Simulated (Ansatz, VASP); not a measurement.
## Al: VASP beside Ansatz

```xyz
2
Lattice="2.6402 0.0000 0.0000 -1.3201 2.2865 0.0000 0.0000 0.0000 4.3225" Properties=species:S:1:pos:R:3 pbc="T T T"
Al    0.0000    1.5243    1.0806
Al    1.3201    0.7622    3.2419
```

Change from the starting cell: volume scaled by 0.8, PAW files.

Alike in both runs: task single point; functional PBEsol; k mesh 17 × 17 × 9; occupations fermi-dirac, width 0.05 eV; no spin polarisation.

|  | VASP | Ansatz |
| --- | --- | --- |
| version | VASP 6.6.1 | Ansatz 0.2.0 |
| potentials or method | VASP PAW PBE potentials, release 64 (Al) | PAW with Ansatz's default frozen-core files, scalar-relativistic |
| plane-wave cutoff (eV) | 520 | 420 |
| valence electrons in the cell | 6 | 6 |

VASP gave:

```
pressure (GPa) : 28.7
```

**Question.** What did Ansatz give for the same quantities?

**Answer.** Pressure (GPa): 28.5.

Caveats: so large a pressure means that the cell lies far from this level's equilibrium, or that cutoff or potentials fall short (VASP); the potentials were made for another functional, which shifts forces and pressure (VASP).
